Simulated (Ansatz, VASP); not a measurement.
Two plane-wave programs on MgI2

```
CELL_PARAMETERS angstrom
4.16742 0.00000 0.00000
-2.08371 3.60909 0.00000
0.00000 0.00000 6.92556
ATOMIC_POSITIONS crystal
I 0.66667 0.33333 0.75000
I 0.33333 0.66667 0.25000
Mg 0.00000 0.00000 0.00000
```

Change from the starting cell: volume scaled by 1.02.

Alike in both runs: task single point; functional PBE; k mesh 8 × 8 × 4; occupations fermi-dirac, width 0.05 eV; no spin polarisation.

```csv
,VASP,Ansatz
version,VASP 6.6.1,Ansatz 0.2.0
potentials or method,"VASP PAW PBE potentials, release 64 (I, Mg)",Ansatz PAW
plane-wave cutoff (eV),520,420
valence electrons in the cell,16,44
```

Ansatz gave:

| Item | Value |
| --- | --- |
| gap on the k mesh at the Fermi level (eV) | 3.46 |
| least direct gap on the mesh (eV) | 3.56 |
| pressure (GPa) | 0.1 |
| largest component of the traceless stress (GPa) | 0.36 |
| rms of the force components (eV/Å) | 0.154 |

Q: Estimate VASP's values.

A: gap on the k mesh at the Fermi level (eV): 3.45; least direct gap on the mesh (eV): 3.54; pressure (GPa): 0.0; largest component of the traceless stress (GPa): 0.36; rms of the force components (eV/Å): 0.158.

Atom by atom the forces differ by 0.005 eV/Å (rms over components). The functional is the same, so the differences come from potentials, cutoffs and numerics. The two sets of potentials don't hold the same shells in valence.

Caveats: spin-orbit coupling is left out, which moves the levels of the heavy elements; the cell's inner coordinates are idealised or old, which leaves forces on the atoms; this functional lacks dispersion, which binds the layers, so the pressure and a relaxed spacing across them are unreliable. A k mesh can miss the band edges.
